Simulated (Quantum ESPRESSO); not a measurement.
**CsSnI3 under changes of volume**

One of the cells (47.797 Å³/atom); the others are scaled copies at fixed shape and fractional positions:

```xyz
5
Lattice="6.2057 0.0000 0.0000 0.0000 6.2057 0.0000 0.0000 0.0000 6.2057" Properties=species:S:1:pos:R:3 pbc="T T T"
Cs    0.0000    0.0000    0.0000
I     3.1029    3.1029    0.0000
I     3.1029    0.0000    3.1029
I     0.0000    3.1029    3.1029
Sn    3.1029    3.1029    3.1029
```

* Program: Quantum ESPRESSO 7.5
* Functional: PBE
* Potentials or basis: SSSP 1.3 efficiency PBE
* Cutoff: 816 eV
* Density cutoff: 6531 eV
* k mesh: 5 × 5 × 5
* Occupations: fermi-dirac, width 0.05 eV
* Spin: no spin polarisation

| volume (Å³/atom) | energy over the lowest point (meV/atom) | pressure (GPa) | gap on the mesh (eV) |
| --- | --- | --- | --- |
| 44.929 | 21.23 | 1.7 | 1.67 |
| 45.885 | 12.28 | 1.3 | 1.69 |
| 46.841 | ? | ? | ? |
| 47.797 | 1.93 | 0.5 | 1.73 |
| 48.753 | 0.02 | 0.1 | 1.75 |
| 49.709 | 0.00 | -0.2 | 1.77 |
| 50.665 | 1.66 | -0.4 | 1.79 |

What does the run at 46.841 Å³/atom give?

Energy over the lowest point 5.93 meV/atom; pressure 0.8 GPa; gap on the mesh 1.71 eV.

Worked out: A Birch-Murnaghan fit of order 3 (a polynomial in V^(-2/3)) to the other rows has its minimum at 49.24 Å³/atom with B0 = V·E''(V) = 15.4 GPa and B' = 4.6. It gives 5.94 meV/atom at 46.841 Å³/atom, against the run's 5.93, and -dE/dV = 0.9 GPa, against 0.8. A straight line through the other rows of the gap, of slope 0.997 eV per unit of ln V (its deformation potential), gives 1.71 eV, against the run's 1.71.

Energies are extrapolated to zero smearing.

Caveats: spin-orbit coupling is left out, which moves the levels of the heavy elements; an odd mesh through Γ misses points on the zone boundary, where band edges often lie; the cell was measured hot, at 500 K.
